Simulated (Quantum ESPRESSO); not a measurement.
## CaO [001], rock salt: the electronic dielectric constant against strain along c

How does ε∞, from linear response (ph.x, fixed occupations, ions clamped), follow the strain along c?

Calculated with Quantum ESPRESSO 7.5, PBEsol, GBRV 1.5 ultrasoft potentials, cutoff 680 eV, Fermi–Dirac smearing 0.02 eV, k-mesh 8×8×6, no spin polarisation, no spin-orbit coupling.

| strain along c (%) | V (Å³/atom) | ε_xx | ε_yy | ε_zz | mean | gap (eV) |
| --- | --- | --- | --- | --- | --- | --- |
| −3 | 13.305 | 3.839 | 3.839 | 3.888 | 3.856 | 3.382 |
| −2 | 13.381 | 3.843 | 3.843 | 3.874 | 3.853 | 3.441 |
| 0 | 13.537 | 3.848 | 3.848 | 3.848 | 3.848 | 3.549 |
| 1 | 13.618 | 3.849 | 3.849 | 3.836 | 3.845 | 3.530 |
| 2 | 13.700 | 3.850 | 3.850 | 3.825 | 3.841 | 3.514 |
| 3 | 13.784 | 3.850 | 3.850 | 3.815 | 3.838 | 3.501 |

**Question.** Give the mean ε∞ and the long-wavelength refractive index at x = -1, a row left out above (x is the first column).

Least squares with ε = e0 + e1 x + e2 x² gives e0 = 3.8478, e1 = −0.0029893 and e2 = −0.0001083. At x = -1 this is 3.851, so n = √ε = 1.962 as an average over directions. The run itself gives 3.850, so the estimate misses by 0.001, a rounding's worth.

Along the table the mean ε∞ doesn't follow the smallest gap simply. Semilocal functionals tend to give ε∞ too large, the k-mesh wasn't converged for it (a zone-centred mesh of this size overestimates it where the gap is small), and polar lattice vibrations add to the static constant, which isn't calculated here.
